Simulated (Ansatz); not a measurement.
# S under strains and displacements

Method: DFT PBE, scalar-relativistic, plane waves, PAW in Ansatz.

Cutoff 420 eV; k points 18×18×18 on the computed 1-atom cell (Γ-centred); Gaussian smearing, width 0.10 eV; no spin polarisation.

Reference cell:

```xyz
1
Lattice="0.0000 1.9944 1.9944 1.9944 0.0000 1.9944 1.9944 1.9944 0.0000" Properties=species:S:1:pos:R:3 pbc="T T T"
S     0.0000    0.0000    0.0000
```

Each variant moves atoms of this cell by the vectors given, if any (Å), and then applies a symmetric strain (tensor components, Cartesian axes). The reference cell isn't relaxed at this level. Energies are per atom at zero smearing, counted from the lowest variant. Pressure is positive in compression.

1. strain (xx yy zz yz xz xy, %) 0.35 0.35 0.35 0.00 0.00 0.00
2. strain (xx yy zz yz xz xy, %) 2.27 2.27 2.27 0.00 0.00 0.00
3. strain (xx yy zz yz xz xy, %) 2.43 2.43 2.43 0.00 0.00 0.00

| variant | ΔE (meV/atom) | P (GPa) | largest force (eV/Å) | gap on mesh (eV) | space group |
| --- | --- | --- | --- | --- | --- |
| 1 | ? | ? | ? | ? | ? |
| 2 | 16.4 | -4.54 | 0.00 | 0 | Fm-3m |
| 3 | 18.7 | -4.81 | 0.00 | 0 | Fm-3m |

Task: Give the withheld rows.

Result:
```json
{"variant": "1", "ΔE (meV/atom)": "0.0", "P (GPa)": "-0.80", "largest force (eV/Å)": "0.00", "gap on mesh (eV)": "0", "space group": "Fm-3m"}
```

Spin polarisation was left out, and a magnetic state may lie lower.

This fcc form isn't the element's structure at ambient conditions.